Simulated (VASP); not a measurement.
Wanted: the native input for a VASP 6.6.1 run.

```
Task                   : band structure
Functional             : TB-mBJ
Potentials or basis    : VASP PAW PBE potentials, release 64 (Ga_d, As)
Cutoff                 : 520 eV
k mesh                 : 6 × 6 × 6
Occupations            : gaussian, width 0.03 eV
Spin                   : spin-orbit coupling, no magnetisation
Further INCAR settings : ALGO = Normal; EDIFF = 1e-06; NBANDS = 30
```

The system is GaAs.

```
Ga As
1.0
     0.00000    2.83140    2.83140
     2.83140    0.00000    2.83140
     2.83140    2.83140    0.00000
Ga As
1 1
Cartesian
  0.0000 0.0000 0.0000
  1.4157 1.4157 1.4157
```

The input as run:

POSCAR

```
GaAs                                    
1.0
    0.0000000000      2.8313993253      2.8313993253
    2.8313993253      0.0000000000      2.8313993253
    2.8313993253      2.8313993253      0.0000000000
  Ga              As            
     1     1
Direct
     0.0000000000000000    0.0000000000000000    0.0000000000000000
     0.2500000000000000    0.2500000000000000    0.2500000000000000
```

INCAR.step1

```
SYSTEM = GaAs
ALGO     = Normal         ! electronic algorithm
EDIFF    = 1E-5           ! SCF threshold, eV
ENCUT    = 520            ! plane-wave cutoff, eV
GGA      = PE             ! functional
GGA_COMPAT= .False.      
ISIF     = 2              ! what is computed and relaxed
ISMEAR   = 0              ! smearing method
LASPH    = .True.         ! aspherical terms in the spheres
LCHARG   = .False.        ! write CHGCAR
LNONCOLLINEAR= .True.         ! non-collinear magnetism
LORBIT   = 11             ! projections on sites
LREAL    = .False.        ! projectors in reciprocal space
LSORBIT  = .True.         ! spin-orbit coupling
LWAVE    = .True.         ! write WAVECAR
MAGMOM   = 0 0 0 0 0 0    ! initial moments
NBANDS   = 30             ! bands
NELM     = 80             ! most SCF steps
PREC     = Accurate       ! precision mode
SIGMA    = 0.03           ! smearing width, eV
```

INCAR.step2

```
SYSTEM = GaAs
ALGO     = Normal         ! electronic algorithm
EDIFF    = 1E-6           ! SCF threshold, eV
ENCUT    = 520            ! plane-wave cutoff, eV
GGA_COMPAT= .False.      
ISIF     = 2              ! what is computed and relaxed
ISMEAR   = 0              ! smearing method
ISTART   = 1            
LASPH    = .True.         ! aspherical terms in the spheres
LCHARG   = .False.        ! write CHGCAR
LNONCOLLINEAR= .True.         ! non-collinear magnetism
LORBIT   = 11             ! projections on sites
LREAL    = .False.        ! projectors in reciprocal space
LSORBIT  = .True.         ! spin-orbit coupling
LWAVE    = .False.        ! write WAVECAR
MAGMOM   = 0 0 0 0 0 0    ! initial moments
METAGGA  = MBJ            ! meta-GGA
NBANDS   = 30             ! bands
NELM     = 80             ! most SCF steps
PREC     = Accurate       ! precision mode
SIGMA    = 0.03           ! smearing width, eV
```

KPOINTS

```
k-points
0
Gamma
  6 6 6
  0 0 0
```

KPOINTS_OPT

```
explicit points
202
Reciprocal
 0.0000000000  0.0000000000  0.0000000000 1
 0.0555555556  0.0000000000  0.0555555556 1
 0.1111111111  0.0000000000  0.1111111111 1
 0.1666666667  0.0000000000  0.1666666667 1
 0.2222222222  0.0000000000  0.2222222222 1
 0.2777777778  0.0000000000  0.2777777778 1
[... 194 lines left out ...]
 0.5111346300  0.0222692700  0.5111346300 1
 0.4888653700 -0.0222692700  0.4888653700 1
```

Potentials or basis: VASP PAW PBE potentials, release 64 (Ga_d, As).

The run is started by

```console
$ cat potpaw_PBE.64/Ga_d/POTCAR potpaw_PBE.64/As/POTCAR > POTCAR
$ cp INCAR.step1 INCAR
$ mpirun -np 1 vasp_ncl > vasp.out
$ cp INCAR.step2 INCAR
$ mpirun -np 1 vasp_ncl > vasp.out
```

Results of the run:

- Valence electrons inside the program's atomic spheres: Ga 11.43; As 2.95

Run time: 9.6 min on 1 thread of Intel(R) Xeon(R) Platinum 8488C (Sapphire Rapids), with other jobs on the host, peak memory 0.35 GiB.
